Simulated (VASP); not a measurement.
Input of a VASP 6.6.1 run:

The input INCAR:

```
SYSTEM = PbS
PREC = Accurate
ENCUT = 520
EDIFF = 1E-8
ISMEAR = 0
SIGMA = 0.02
LREAL = .False.
LASPH = .True.
NELM = 80
ALGO = Normal
ISIF = 2
LWAVE = .False.
LCHARG = .False.
GGA = PE
LEPSILON = .True.
IBRION = 8
```

KPOINTS

```
Automatic mesh
0
Gamma
  8 8 8
  0 0 0
```

File POSCAR:

```
PbS
1.0
    2.1126617058      1.2197458045      3.4519162518
   -2.1126617058      1.2197458045      3.4519162518
    0.0000000000     -2.4394916091      3.4519162518
Pb S
1 1
Direct
    0.9805657800      0.9805657800      0.9805657800
    0.4750355500      0.4750355500      0.4750355500
```

Potentials or basis: VASP PAW PBE potentials, release 64 (Pb_d, S).

Command:

```sh
$ cat potpaw_PBE.64/Pb_d/POTCAR potpaw_PBE.64/S/POTCAR > POTCAR
$ mpirun -np 1 vasp_std > vasp.out
```

Task: Estimate the electronic dielectric tensor (diagonal).

Result: 18.26, 18.26, 17.52.

Task: What does it give for the Born charges (mean of the diagonal)?

Result: Pb +4.13; S -4.13 e.

Task: Estimate the band gap on the k mesh.

Result: 0.46 eV, direct.

Phonon frequencies in cm⁻¹ (negative: imaginary):
```csv
q point,frequencies
"(0.000, 0.000, 0.000)",0 0 0 58 58 64
```

Caveat: the gap is small at this level, which inflates the dielectric constant; spin-orbit coupling is left out, which as a rule narrows the gap of such compounds by several tenths of an eV. A k mesh can miss the band edges.
